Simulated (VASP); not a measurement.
# RuS2 (Laurite) (Pa-3) in VASP: a series of runs

Runs on RuS2 (Laurite). Level: r2SCAN. Tasks: equation of state.

All numbers are computed with VASP 6.6.1; they aren't measurements. Logs are shortened: lines on timing, memory, paths and dates and some standing lists are left out, and cuts for length are marked.

**1. The crystal as given**

It takes space group Pa-3 (No. 205, cubic). Conventional cell: a = 5.630 Å, b = 5.630 Å, c = 5.630 Å, α = 90.00°, β = 90.00°, γ = 90.00°. Around Ru (site symmetry -3) lie 6 S at 2.36 Å. Around S (site symmetry 3) lie 1 S at 2.18 Å and 3 Ru at 2.36 Å.

**2. Equation of state, r2SCAN, 14.28 Å³/atom (a relaxed cell with its volume scaled by 0.96)**

File INCAR:

```
PREC = Accurate
ENCUT = 520
EDIFF = 1E-6
ISMEAR = 0
SIGMA = 0.02
LREAL = False
LASPH = True
NELM = 100
ALGO = Normal
ISIF = 2
LWAVE = False
LCHARG = False
METAGGA = R2SCAN
LMIXTAU = True
KPAR = 4
```

File KPOINTS:

```
Automatic mesh
0
Gamma
  4 4 4
```

File POSCAR:

```
RuS2                                    
1.0
    5.5543621307      0.0000000000      0.0000000000
   -0.0000000000      5.5543621307      0.0000000000
    0.0000000000      0.0000000000      5.5543621307
  Ru              S             
     4     8
Direct
     0.0000000000000000    0.5000000000000000    0.5000000000000000
     0.5000000000000000    0.5000000000000000    0.0000000000000000
     0.5000000000000000    0.0000000000000000    0.5000000000000000
     0.0000000000000000    0.0000000000000000    0.0000000000000000
     0.3882235495172148    0.1117764504827851    0.8882235495172147
     0.1117764504827851    0.8882235495172147    0.3882235495172148
     0.8882235495172147    0.3882235495172148    0.1117764504827851
     0.6117764504827853    0.6117764504827853    0.6117764504827853
     0.6117764504827853    0.8882235495172147    0.1117764504827851
     0.8882235495172147    0.1117764504827851    0.6117764504827853
     0.1117764504827851    0.6117764504827853    0.8882235495172147
     0.3882235495172148    0.3882235495172148    0.3882235495172148
```

Potentials or basis: VASP PAW PBE potentials, release 64 (Ru_pv, S).

Run with:

```sh
cat potpaw_PBE.64/Ru_pv/POTCAR potpaw_PBE.64/S/POTCAR > POTCAR
mpirun -np 4 vasp_std > vasp.out
```

OUTCAR:

```text
PREC = Accurate
   ENCUT = 520
   EDIFF = 1E-6
   ISMEAR = 0
   LREAL = False
   LASPH = True
   NELM = 100
   ISIF = 2
   METAGGA = R2SCAN

 ion  position               nearest neighbor table
   1  0.000  0.500  0.500-   6 2.33   7 2.33   8 2.33  10 2.33  11 2.33  12 2.33
   2  0.500  0.500  0.000-   5 2.33   7 2.33   8 2.33   9 2.33  11 2.33  12 2.33
   3  0.500  0.000  0.500-   5 2.33   6 2.33   8 2.33   9 2.33  10 2.33  12 2.33
   4  0.000  0.000  0.000-   5 2.33   6 2.33   7 2.33   9 2.33  10 2.33  11 2.33
   5  0.388  0.112  0.888-   9 2.15   3 2.33   4 2.33   2 2.33
   6  0.112  0.888  0.388-  10 2.15   3 2.33   4 2.33   1 2.33
   7  0.888  0.388  0.112-  11 2.15   2 2.33   4 2.33   1 2.33
   8  0.612  0.612  0.612-  12 2.15   2 2.33   3 2.33   1 2.33
   9  0.612  0.888  0.112-   5 2.15   3 2.33   4 2.33   2 2.33
  10  0.888  0.112  0.612-   6 2.15   3 2.33   4 2.33   1 2.33
  11  0.112  0.612  0.888-   7 2.15   2 2.33   4 2.33   1 2.33
  12  0.388  0.388  0.388-   8 2.15   2 2.33   3 2.33   1 2.33

  LATTYP: Found a simple cubic cell.
 ALAT       =     5.5543621307

  Lattice vectors:

 A1 = (   5.5543621307,   0.0000000000,   0.0000000000)
 A2 = (   0.0000000000,   5.5543621307,   0.0000000000)
 A3 = (   0.0000000000,   0.0000000000,   5.5543621307)

Analysis of symmetry for initial positions (statically):
=====================================================================
 Subroutine PRICEL returns:
 Original cell was already a primitive cell.

 Routine SETGRP: Setting up the symmetry group for a
 simple cubic supercell.

 Subroutine GETGRP returns: Found 24 space group operations
 (whereof  6 operations were pure point group operations)
 out of a pool of 48 trial point group operations.

The static configuration has the point symmetry S_6 .
 The point group associated with its full space group is T_h .

Analysis of symmetry for dynamics (positions and initial velocities):
=====================================================================
 Subroutine PRICEL returns:
 Original cell was already a primitive cell.

 Routine SETGRP: Setting up the symmetry group for a
 simple cubic supercell.

 Subroutine GETGRP returns: Found 24 space group operations
 (whereof  6 operations were pure point group operations)
 out of a pool of 48 trial point group operations.

The dynamic configuration has the point symmetry S_6 .
 The point group associated with its full space group is T_h .

 Subroutine INISYM returns: Found 24 space group operations
 (whereof  6 operations are pure point group operations),
 and found     1 'primitive' translations

----------------------------------------------------------------------------------------

                                     Primitive cell

  volume of cell :     171.3573

  direct lattice vectors                    reciprocal lattice vectors
     5.554362131  0.000000000  0.000000000     0.180038675  0.000000000  0.000000000
     0.000000000  5.554362131  0.000000000     0.000000000  0.180038675  0.000000000
     0.000000000  0.000000000  5.554362131     0.000000000  0.000000000  0.180038675

  length of vectors
     5.554362131  5.554362131  5.554362131     0.180038675  0.180038675  0.180038675

  position of ions in fractional coordinates (direct lattice)
     0.000000000  0.500000000  0.500000000
     0.500000000  0.500000000  0.000000000
     0.500000000  0.000000000  0.500000000
     0.000000000  0.000000000  0.000000000
     0.388223550  0.111776450  0.888223550
     0.111776450  0.888223550  0.388223550
     0.888223550  0.388223550  0.111776450
     0.611776450  0.611776450  0.611776450
     0.611776450  0.888223550  0.111776450
     0.888223550  0.111776450  0.611776450
     0.111776450  0.611776450  0.888223550
     0.388223550  0.388223550  0.388223550

  ion indices of the primitive-cell ions
   primitive index   ion index
                 1           1
                 2           2
                 3           3
                 4           4
                 5           5
                 6           6
                 7           7
                 8           8
                 9           9
                10          10
                11          11
                12          12

----------------------------------------------------------------------------------------

 KPOINTS: Automatic mesh

Automatic generation of k-mesh.
 Grid dimensions read from file:
 generate k-points for:    4    4    4

 Generating k-lattice:

  Cartesian coordinates                     Fractional coordinates (reciprocal lattice)
     0.045009669  0.000000000  0.000000000     0.250000000  0.000000000  0.000000000
     0.000000000  0.045009669  0.000000000     0.000000000  0.250000000  0.000000000
     0.000000000  0.000000000  0.045009669     0.000000000  0.000000000  0.250000000

  Length of vectors
     0.045009669  0.045009669  0.045009669

  Shift w.r.t. Gamma in fractional coordinates (k-lattice)
     0.000000000  0.000000000  0.000000000

 Subroutine IBZKPT returns following result:
 ===========================================

 Found     11 irreducible k-points:

 Following reciprocal coordinates:
            Coordinates               Weight
  0.000000  0.000000  0.000000      1.000000
  0.250000  0.000000  0.000000      6.000000
  0.500000  0.000000  0.000000      3.000000
  0.250000  0.250000  0.000000     12.000000
  0.500000  0.250000  0.000000      6.000000
 -0.250000  0.500000  0.000000      6.000000
  0.500000  0.500000  0.000000      3.000000
  0.250000  0.250000  0.250000      8.000000
  0.500000  0.250000  0.250000     12.000000
  0.500000  0.500000  0.250000      6.000000
  0.500000  0.500000  0.500000      1.000000
   k-points           NKPTS =     11   k-points in BZ     NKDIM =     11   number of bands    NBANDS=     62
   number of dos      NEDOS =    301   number of ions     NIONS =     12
   total plane-waves  NPLWV =  74088
   dimension x,y,z NGX =    42 NGY =   42 NGZ =   42
   dimension x,y,z NGXF=    84 NGYF=   84 NGZF=   84
   ions per type =               4   8
   NGX,Y,Z   is equivalent  to a cutoff of  12.57, 12.57, 12.57 a.u.
   NGXF,Y,Z  is equivalent  to a cutoff of  25.14, 25.14, 25.14 a.u.
 SYSTEM =  unknown system
   PREC   = accura    normal or accurate (medium, high low for compatibility)
   ISTART =      0    job   : 0-new  1-cont  2-samecut
   ICHARG =      2    charge: 1-file 2-atom 10-const
   ISPIN  =      1    spin polarized calculation?
   LNONCOLLINEAR =      F non collinear calculations
   LSORBIT =      F    spin-orbit coupling
   LASPH  =      T    aspherical Exc in radial PAW
   ENCUT  =  520.0 eV  38.22 Ry    6.18 a.u.  10.33 10.33 10.33*2*pi/ulx,y,z
   NELM   =    100;   NELMIN=  2; NELMDL= -5     # of ELM steps
   EDIFF  = 0.1E-05   stopping-criterion for ELM
[... 8 lines left out ...]
   TEBEG  =    0.0;   TEEND  =   0.0 temperature during run
   PSTRESS=    0.0 pullay stress
   NELECT =     104.0000    total number of electrons
   NUPDOWN=      -1.0000    fix difference up-down
   EMIN   =  10.00;   EMAX   =-10.00  energy-range for DOS
   EFERMI =   0.00;   METHOD = LEGACY
   ISMEAR =     0;   SIGMA  =   0.02  broadening in eV -4-tet -1-fermi 0-gaus
   EFERMI_NEDOS =   21; number of points for ismear=-14 and -15
   IALGO  =     38    algorithm
   IMIX   =      4    mixing-type and parameters
     AMIX     =   0.40;   BMIX     =  1.00
     AMIX_MAG =   1.60;   BMIX_MAG =  1.00
  volume/ion in A,a.u.               =      14.28        96.36
  Fermi-wavevector in a.u.,A,eV,Ry     =   1.386070  2.619292 26.139368  1.921189
  Thomas-Fermi vector in A             =   2.510420
   LORBIT       =      0    0 simple, 1 ext, 2 COOP (PROOUT), +10 PAW based schemes
   METAGGA = R2SCAN    functional components
   LHFCALC =     F    Hartree Fock is set to
   AEXX    =    0.0000 exact exchange contribution
   IVDW    =     0    specifies the selected vdW correction
   LEPSILON=     F    determine dielectric tensor
   LRPA    =     F    only Hartree local field effects (RPA)
 non-spin polarized calculation
 Gauss-broadening in eV      SIGMA  =   0.02
  energy-cutoff  :      520.00
  volume of cell :      171.36
 maximum number of plane-waves:      4645
 NGX is ok and might be reduce to    42
   NGX = 21   NGY = 21   NGZ = 21

 number of electron     103.9999962 magnetization

 Free energy of the ion-electron system (eV)
  ---------------------------------------------------
  ext. energy  EPLUGINS =         0.00000000
  ---------------------------------------------------
  free energy    TOTEN  =      -174.02638325 eV

  energy without entropy =     -174.02638325  energy(sigma->0) =     -174.02638325

 E-fermi :   9.4731     XC(G=0): -12.8850

 val. band max:        9.2493260348   @ k =   0.5000   0.0000   0.0000
 cond. band min:      10.1650849001   @ k =   0.0000   0.0000   0.0000
 fundamental gap:      0.9157588652
 Fermi energy:         9.4730693790

 k-point     1 :       0.0000    0.0000    0.0000
  band No.  band energies     occupation
      1     -33.9438      2.00000
      2     -33.9438      2.00000
      3     -33.9438      2.00000
      4     -33.9307      2.00000
      5     -33.9307      2.00000
      6     -33.9267      2.00000
[... 54 lines left out ...]
     61      14.6854      0.00000
     62      14.6867      0.00000

 k-point     2 :       0.2500    0.0000    0.0000
  band No.  band energies     occupation
      1     -33.9420      2.00000
      2     -33.9419      2.00000
      3     -33.9419      2.00000
      4     -33.9326      2.00000
      5     -33.9301      2.00000
      6     -33.9285      2.00000
[... 574 lines left out ...]
     61      13.4523      0.00000
     62      13.4523      0.00000

 k-point    11 :       0.5000    0.5000    0.5000
  band No.  band energies     occupation
      1     -33.9432      2.00000
      2     -33.9432      2.00000
      3     -33.9432      2.00000
      4     -33.9432      2.00000
      5     -33.9256      2.00000
      6     -33.9256      2.00000
[... 54 lines left out ...]
     61      13.6436      0.00000
     62      13.6436      0.00000

------------------------ aborting loop because EDIFF is reached ----------------------------------------

  FORCE on cell =-STRESS in cart. coord.  units (eV):
  Direction    XX          YY          ZZ          XY          YZ          ZX
  --------------------------------------------------------------------------------------
  -------------------------------------------------------------------------------------
  Total        8.8393654      8.8393654      8.8393654     -0.0000000      0.0000000     -0.0000000
  in kB       82.6473807     82.6473807     82.6473807     -0.0000000      0.0000000     -0.0000000
  external PRESSURE =      82.6473807 kB  Pullay stress =       0.0000000 kB

 VOLUME and BASIS-vectors are now :
 -----------------------------------------------------------------------------
  energy-cutoff  :      520.00
  volume of cell :      171.36
      direct lattice vectors                 reciprocal lattice vectors
     5.554362131  0.000000000  0.000000000     0.180038675  0.000000000  0.000000000
     0.000000000  5.554362131  0.000000000     0.000000000  0.180038675  0.000000000
     0.000000000  0.000000000  5.554362131     0.000000000  0.000000000  0.180038675

 POSITION                                       TOTAL-FORCE (eV/Angst)
 -----------------------------------------------------------------------------------
      0.00000      2.77718      2.77718        -0.000000      0.000000      0.000000
      2.77718      2.77718      0.00000        -0.000000      0.000000      0.000000
      2.77718      0.00000      2.77718        -0.000000      0.000000      0.000000
      0.00000      0.00000      0.00000        -0.000000      0.000000      0.000000
      2.15633      0.62085      4.93352        -0.007887      0.007887     -0.007887
      0.62085      4.93352      2.15633         0.007887     -0.007887     -0.007887
      4.93352      2.15633      0.62085        -0.007887     -0.007887      0.007887
      3.39803      3.39803      3.39803         0.007887      0.007887      0.007887
      3.39803      4.93352      0.62085         0.007887     -0.007887      0.007887
      4.93352      0.62085      3.39803        -0.007887      0.007887      0.007887
      0.62085      3.39803      4.93352         0.007887      0.007887     -0.007887
      2.15633      2.15633      2.15633        -0.007887     -0.007887     -0.007887
 -----------------------------------------------------------------------------------
    total drift:                                0.000000      0.000000     -0.000000

  FREE ENERGIE OF THE ION-ELECTRON SYSTEM (eV)
  ---------------------------------------------------
  free  energy   TOTEN  =      -174.0263832489 eV

  energy  without entropy=     -174.0263832489  energy(sigma->0) =     -174.02638325
```

Run time: 1.7 min. Hardware: 4 MPI ranks of Intel Xeon Platinum 8488C (Sapphire Rapids), shared host; peak memory 0.32 GiB.

Results:

| Property | Result |
| --- | --- |
| Free energy | -174.0264 eV |
| Pressure | 8.3 GPa |
| Largest force | 0.014 eV/Å |
| Band gap on the k mesh | 0.92 eV, indirect (least direct gap 1.18 eV) |

Caveat: the PAW data sets were made with another functional, which shifts forces and pressure a little.

**3. Equation of state, r2SCAN, 14.58 Å³/atom (a relaxed cell with its volume scaled by 0.98)**

INCAR is that of step 2.

KPOINTS is that of step 2.

Changes to POSCAR since step 2:

```diff
@@ -2,5 +2,5 @@
 1.0
-    5.5543621307      0.0000000000      0.0000000000
-   -0.0000000000      5.5543621307      0.0000000000
-    0.0000000000      0.0000000000      5.5543621307
+    5.5926692870      0.0000000000      0.0000000000
+   -0.0000000000      5.5926692870      0.0000000000
+    0.0000000000      0.0000000000      5.5926692870
   Ru              S
```

Potentials or basis: VASP PAW PBE potentials, release 64 (Ru_pv, S).

Run with:

```sh
cat potpaw_PBE.64/Ru_pv/POTCAR potpaw_PBE.64/S/POTCAR > POTCAR
mpirun -np 4 vasp_std > vasp.out
```

Run time: 1.8 min. Hardware: 4 MPI ranks of Intel Xeon Platinum 8488C (Sapphire Rapids), shared host; peak memory 0.32 GiB.

It converged, with:

```yaml
Free_energy: -174.1625 eV
Pressure: 3.9 GPa
Largest_force: 0.010 eV/Å
Band_gap_on_the_k_mesh: 0.92 eV, indirect (least direct gap 1.18 eV)
```

Caveat: the PAW data sets were made with another functional, which shifts forces and pressure a little.

**4. Equation of state, r2SCAN, 14.87 Å³/atom**

INCAR is that of step 3.

KPOINTS is that of step 3.

Changes to POSCAR since step 3:

```diff
@@ -2,5 +2,5 @@
 1.0
-    5.5926692870      0.0000000000      0.0000000000
-   -0.0000000000      5.5926692870      0.0000000000
-    0.0000000000      0.0000000000      5.5926692870
+    5.6304587393      0.0000000000      0.0000000000
+   -0.0000000000      5.6304587393      0.0000000000
+    0.0000000000      0.0000000000      5.6304587393
   Ru              S
```

Run with:

```sh
cat potpaw_PBE.64/Ru_pv/POTCAR potpaw_PBE.64/S/POTCAR > POTCAR
mpirun -np 4 vasp_std > vasp.out
```

Wall time 1.7 min (4 MPI ranks of Intel Xeon Platinum 8488C (Sapphire Rapids), shared host); peak memory 0.32 GiB.

Results (log left out):

```yaml
Free_energy: -174.2070 eV
Pressure: 0.0 GPa
Largest_force: 0.005 eV/Å
Band_gap_on_the_k_mesh: 0.93 eV, indirect (least direct gap 1.17 eV)
```

Caveat: the PAW data sets were made with another functional, which shifts forces and pressure a little.

**5. Equation of state, r2SCAN, 15.17 Å³/atom (a relaxed cell with its volume scaled by 1.02)**

INCAR is that of step 4.

KPOINTS is that of step 4.

Changes to POSCAR since step 4:

```diff
@@ -2,5 +2,5 @@
 1.0
-    5.6304587393      0.0000000000      0.0000000000
-   -0.0000000000      5.6304587393      0.0000000000
-    0.0000000000      0.0000000000      5.6304587393
+    5.6677476322      0.0000000000      0.0000000000
+   -0.0000000000      5.6677476322      0.0000000000
+    0.0000000000      0.0000000000      5.6677476322
   Ru              S
```

Run with:

```sh
cat potpaw_PBE.64/Ru_pv/POTCAR potpaw_PBE.64/S/POTCAR > POTCAR
mpirun -np 4 vasp_std > vasp.out
```

Wall time 2 min (4 MPI ranks of Intel Xeon Platinum 8488C (Sapphire Rapids), shared host); peak memory 0.32 GiB.

It converged, with:

* Free energy: -174.1698 eV
* Pressure: -3.4 GPa
* Band gap on the k mesh: 0.93 eV, indirect (least direct gap 1.17 eV)

Caveat: the PAW data sets were made with another functional, which shifts forces and pressure a little.

**6. Equation of state, r2SCAN, 15.47 Å³/atom (a relaxed cell with its volume scaled by 1.04)**

INCAR is that of step 5.

KPOINTS is that of step 5.

Changes to POSCAR since step 5:

```diff
@@ -2,5 +2,5 @@
 1.0
-    5.6677476322      0.0000000000      0.0000000000
-   -0.0000000000      5.6677476322      0.0000000000
-    0.0000000000      0.0000000000      5.6677476322
+    5.7045522195      0.0000000000      0.0000000000
+   -0.0000000000      5.7045522195      0.0000000000
+    0.0000000000      0.0000000000      5.7045522195
   Ru              S
```

Potentials or basis: VASP PAW PBE potentials, release 64 (Ru_pv, S).

Run with:

```sh
cat potpaw_PBE.64/Ru_pv/POTCAR potpaw_PBE.64/S/POTCAR > POTCAR
mpirun -np 4 vasp_std > vasp.out
```

Run time: 2.1 min. Hardware: 4 MPI ranks of Intel Xeon Platinum 8488C (Sapphire Rapids), shared host; peak memory 0.32 GiB.

Results (log left out):

* Free energy: -174.0603 eV
* Pressure: -6.5 GPa
* Largest force: 0.010 eV/Å
* Band gap on the k mesh: 0.94 eV, indirect (least direct gap 1.16 eV)

Caveat: the PAW data sets were made with another functional, which shifts forces and pressure a little.

**7. Equation of state, r2SCAN**

This step only gathers the single runs of the series.

Results:

```yaml
Equilibrium_volume: 14.88 Å³/atom
Bulk_modulus_at_fixed_shape_and_positions: 182 GPa
Pressure_derivative_of_the_bulk_modulus: "4.9 (rough: it moves with the points fitted)"
```

Energy against volume, from the lowest point:
```
volume (Å³/atom)  energy (meV/atom)
          14.280              15.05
          14.577               3.71
          14.875               0.00
          15.172               3.10
          15.470              12.22
```

Caveat: the cell was scaled at fixed shape and fractional positions, which overstates the stiffness of a crystal with free parameters, most of all of layers and chains; the PAW data sets were made with another functional, which shifts forces and pressure a little.
